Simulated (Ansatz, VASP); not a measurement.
# Two plane-wave programs on CaO

```
Ca O
1.0
     0.00000    2.60673    2.60673
     2.60673    0.00000    2.60673
     2.60673    2.60673    0.00000
Ca O
1 1
Direct
  0.00000 0.00000 0.00000
  0.25000 0.25000 0.25000
```

The cell was built by a generator and needn't be a form met in nature.

Alike in both runs: task single point; functional r2SCAN; k mesh 8 × 8 × 8; no spin polarisation.

|  | VASP | Ansatz |
| --- | --- | --- |
| version | VASP 6.6.1 | Ansatz 0.2.0 |
| potentials or method | VASP PAW PBE potentials, release 64 (Ca_sv, O) | plane waves, PAW |
| plane-wave cutoff (eV) | 520 | 500 |
| occupations | gaussian, width 0.01 eV | fixed |
| valence electrons in the cell | 16 | 16 |

```tsv
	VASP	Ansatz	Ansatz less VASP
gap on the k mesh at the Fermi level (eV)	3.73	3.76	+0.026
pressure (GPa)	0.9	0.0	-0.93
```

Caveats: the PAW data sets were made with another functional, which shifts forces and pressure a little (VASP). A k mesh can miss the band edges. r2SCAN opens gaps a little over a GGA but as a rule still falls short of measured ones.
